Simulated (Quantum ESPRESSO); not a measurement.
Hf in Quantum ESPRESSO: the effect of functional

Hf:

```
CELL_PARAMETERS angstrom
0.00000 2.22000 2.22000
2.22000 0.00000 2.22000
2.22000 2.22000 0.00000
ATOMIC_POSITIONS crystal
Hf 0.00000 0.00000 0.00000
```

This isn't the form of Hf at room conditions, which is hcp.

Alike in all runs:

| Property | Result |
| --- | --- |
| Program | Quantum ESPRESSO 7.5 |
| Task | phonon dispersion |
| Cutoff | 789 eV |
| Density cutoff | 3157 eV |
| k mesh | 10 × 10 × 10 |
| Occupations | cold, width 0.2 eV |
| Spin | no spin polarisation |

Each run relaxes the cell or the atoms first.

One run gave: relaxed volume 22.52 Å³/atom; highest phonon frequency 121 cm⁻¹. Which functional did it use?
A. PBEsol
B. PBE
C. LDA

B.

```csv
functional,potentials or basis,relaxed volume (Å³/atom),highest phonon frequency (cm⁻¹)
LDA,PseudoDojo 0.4.1 SR LDA standard,20.50,131
PBE,PseudoDojo 0.4.1 SR PBE standard,22.52,121
PBEsol,PseudoDojo 0.4.1 SR PBEsol standard,21.61,128
```
